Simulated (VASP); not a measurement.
Ir, 2 atoms in the cell. Symmetry: P6_3/mmc, No. 194, hexagonal system. Conventional cell: a = 2.721 Å, b = 2.721 Å, c = 4.412 Å, α = 90.00°, β = 90.00°, γ = 120.00°. Ir (site symmetry -6m2) is surrounded by 12 Ir at 2.71 to 2.72 Å. This isn't the form of Ir at room conditions, which is fcc.

| Item | Value |
| --- | --- |
| Program | VASP 6.6.1 |
| Task | single point |
| Functional | PBEsol |
| Potentials or basis | VASP PAW PBE potentials, release 64 (Ir) |
| Cutoff | 700 eV |
| k mesh | 18 × 18 × 10 |
| Occupations | gaussian, width 0.1 eV |
| Spin | no spin polarisation |
| Further INCAR settings | ALGO = Fast; EDIFF = 1e-07; NBANDS = 16 |

Potentials or basis: VASP PAW PBE potentials, release 64 (Ir).

Command:

```console
$ cat potpaw_PBE.64/Ir/POTCAR > POTCAR
$ mpirun -np 1 vasp_std > vasp.out
```

Hardware: 1 thread of Intel(R) Xeon(R) Platinum 8175M CPU @ 2.50GHz (Skylake/Cascade Lake), with other jobs on the host.

Task: Estimate the wall time of this run.

Result: It took 11 min on 1 thread of Intel(R) Xeon(R) Platinum 8175M CPU @ 2.50GHz (Skylake/Cascade Lake), with other jobs on the host, peak memory 0.43 GiB. Counts: scf iterations 19, k points 546.
